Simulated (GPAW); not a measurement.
Runs of GPAW 26.7.0 on Te. The structure is trigonal, space group R-3m (No. 166). Conventional cell: a = 4.612 Å, b = 4.612 Å, c = 5.073 Å, α = 90.00°, β = 90.00°, γ = 120.00°. Te (site symmetry -3m) has 6 Te at 3.15 Å as nearest neighbours. This isn't the form of Te at room conditions, which is trigonal, of chains.

```tsv
level	potentials or basis	eigensolver	gap on the mesh (eV)	pressure (GPa)	relaxed volume (Å³/atom)
revPBE	the program's PAW data sets (release 1.2.1) made for this functional, pw	-	none	-0.1	(b)
PBEsol	PAW data sets generated in the run's folder for this functional, pw	-	none	0.0	30.85
BLYP	PAW data sets generated in the run's folder for this functional, pw	davidson	none	0.0	35.64
RPBE	the program's PAW data sets (release 1.2.1) made for this functional, pw	-	none	0.0	(a)
LDA	the program's PAW data sets (release 1.2.1) made for this functional, pw	-	none	0.0	30.29
```

Alike in all rows: task relaxation of cell and atoms; no spin polarisation; cell relaxed; k mesh 9 × 9 × 9; cutoff (eV) 600; smearing fermi-dirac 0.05 eV.

**Question.** Estimate the missing entries.

**Answer.** (a) 33.54; (b) 33.32.

Caveats: later steps reuse the first step's grids.

A k mesh can miss the band edges, and the runs leave out spin-orbit coupling on Te.

A gap of «none» marks a metal or a gap under the smearing width.

Runs at the PBE level aren't shown here.
